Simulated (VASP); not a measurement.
Mg, 1 atom in the cell. The cell holds a sheet with vacuum, 1 atom: a = 3.056 Å, b = 3.056 Å, c = 23.800 Å, α = 90.00°, β = 90.00°, γ = 120.00°. The cell was built by a generator and needn't be a form met in nature.

| Property | Result |
| --- | --- |
| Program | VASP 6.6.1 |
| Task | single point |
| Functional | PBE |
| Potentials or basis | VASP PAW PBE potentials, release 64 (Mg) |
| Cutoff | 520 eV |
| k mesh | 10 × 10 × 1 |
| Occupations | fermi-dirac, width 0.05 eV |
| Spin | no spin polarisation |
| Dipole correction | yes |
| Further INCAR settings | ALGO = Normal; EDIFF = 1e-07; NBANDS = 7 |

Potentials or basis: VASP PAW PBE potentials, release 64 (Mg).

Launch:

```sh
$ cat potpaw_PBE.64/Mg/POTCAR > POTCAR
$ mpirun -np 1 vasp_std > vasp.out
```

Hardware: 1 thread of Intel(R) Xeon(R) 6975P-C (Granite Rapids), with other jobs on the host.

Estimate the wall time of this run.

Run time: 20 s on 1 thread of Intel(R) Xeon(R) 6975P-C (Granite Rapids), with other jobs on the host, peak memory 0.28 GiB. Counts: scf iterations 17, k points 14.
